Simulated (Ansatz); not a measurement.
# WS2: an elastic constant from a strain scan

Level of theory: Ansatz, DFT PBE+D3(BJ), scalar-relativistic, plane waves, PAW. Cutoff 420 eV, Γ-centred 12×12×4 k-points, Gaussian smearing of 0.05 eV. Spin–orbit coupling is left out, which can shift energies with elements as heavy as these. No spin polarisation. Energies are free energies at this smearing, counted from the undisturbed cell; pressure is positive in compression.

The starting cell (relaxed at this level):

```
CELL_PARAMETERS angstrom
3.15421 0.00000 0.00000
-1.57710 2.73162 0.00000
0.00000 0.00000 12.13990
ATOMIC_POSITIONS crystal
W 0.33333 0.66667 0.25000
W 0.66667 0.33333 0.75000
S 0.33333 0.66667 0.62029
S 0.66667 0.33333 0.12029
S 0.33333 0.66667 0.87971
S 0.66667 0.33333 0.37971
```

The cell is strained by ε times the Voigt pattern (0, 0, 0, 1, 0, 0) (xx, yy, zz, yz, xz, xy; engineering shear) with fractional coordinates fixed. The cell holds 6 atoms in V0 = 104.60 Å³. The stress column is τ = (1/V0) dE/dε, got from the stress tensor σ (compression positive) at each point as −det(1 + εP) σ : P(1 + εP)⁻¹, with P the pattern as a tensor.

```csv
ε,ΔE (meV/atom),τ (GPa)
-0.0525,24.073,-8.444
-0.0450,17.678,-7.231
-0.0375,12.271,-6.021
-0.0300,7.850,-4.813
-0.0150,1.962,-2.404
0.0000,0.000,0.000
0.0150,1.962,2.404
0.0300,7.850,4.813
0.0375,12.271,6.021
0.0450,17.678,7.231
0.0525,24.073,8.444
0.0600,?,?
```

Problem. Which combination of elastic constants does this scan measure, and how large is it?

Solution. For small ε, τ = τ0 + Kε with K = pᵀCp, which for this pattern is C44 in the Cartesian frame shown. The parabola through τ at ε = -0.0150, 0 and 0.0150 has slope K = 160 GPa at zero. The energies per cell, E = NΔE, of the same two points give K = 2[E(ε₊)/ε₊ − E(ε₋)/ε₋]/[(ε₊ − ε₋)V0] = 160 GPa, in agreement. These are clamped-ion values.

Problem. Predict the withheld row at ε = 0.0600 from the harmonic law, and compare.

Solution. ΔE = V0(τ0 ε + Kε²/2)/N = 31.393 meV/atom and τ = 9.62 GPa. The calculation gives 31.461 meV/atom and 9.66 GPa, a miss of 0.2 % of the harmonic energy, so the harmonic law still holds here.

Forces appear on the atoms along this scan, and letting them relax would lower the energy and soften the response.